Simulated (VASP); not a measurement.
Set up this calculation in VASP 6.6.1, as the native input.

```
Task                   : relaxation of cell and atoms
Functional             : PBEsol
Dispersion             : D3(BJ)
Potentials or basis    : VASP PAW PBE potentials, release 64 (Pt, S)
Cutoff                 : 600 eV
k mesh                 : 9 × 9 × 5
Occupations            : fermi-dirac, width 0.05 eV
Spin                   : no spin polarisation
Further INCAR settings : ALGO = Fast; EDIFF = 1e-06; IBRION = 2; EDIFFG = -0.01; NSW = 60; ISIF = 3
```

The structure of PtS2 lies in POSCAR:

```
PtS2
1.0
    3.5432000000      0.0000000000      0.0000000000
   -1.7716000000      3.0685012107      0.0000000000
    0.0000000000      0.0000000000      5.0388000000
Pt S
1 2
Direct
    0.0000000000      0.0000000000      0.0000000000
    0.6666666667      0.3333333333      0.7730000000
    0.3333333333      0.6666666667      0.2270000000
```

These files were run (other wordings do the same):

INCAR

```
SYSTEM = PtS2
PREC = Accurate
ENCUT = 600
EDIFF = 1E-6
ISMEAR = -1
SIGMA = 0.05
LREAL = .FALSE.
LASPH = .TRUE.
NELM = 100
ALGO = Fast
ISIF = 3
LWAVE = .FALSE.
LCHARG = .FALSE.
GGA = PS
IVDW = 12
IBRION = 2
NSW = 60
EDIFFG = -0.01
```

KPOINTS

```
Automatic mesh
0
G
  9 9 5
  0 0 0
```

Potentials or basis: VASP PAW PBE potentials, release 64 (Pt, S).

The run is started by

```sh
$ cat potpaw_PBE.64/Pt/POTCAR potpaw_PBE.64/S/POTCAR > POTCAR
$ mpirun -np 1 vasp_std > vasp.out
```

It gave:

```json
{
 "Relaxed volume": "16.09 Å³/atom",
 "Relaxed cell": "a = 3.557 Å, b = 3.557 Å, c = 4.407 Å, α = 90.00°, β = 90.00°, γ = 120.00°",
 "Space group after relaxing (to 0.05 Å)": "P-3m1 (No. 164)",
 "Energy gained by relaxing": "59.3 meV/atom",
 "Ionic steps": "26",
 "Pressure after relaxing": "0.0 GPa",
 "Largest force after relaxing": "0.003 eV/Å",
 "Band gap on the k mesh": "none (metal or under the smearing width)",
 "Dispersion energy per atom": "-0.413 eV"
}
```

Caveat: the PAW data sets were made with another functional, which shifts forces and pressure a little; the volume moved by -12 % from the deposited cell, more than functionals usually miss; pairwise dispersion overbinds metals, which lowers pressure and volume.

Wall time 7.4 min on 1 thread of Intel(R) Xeon(R) Platinum 8488C (Sapphire Rapids), with other jobs on the host, peak memory 0.23 GiB.
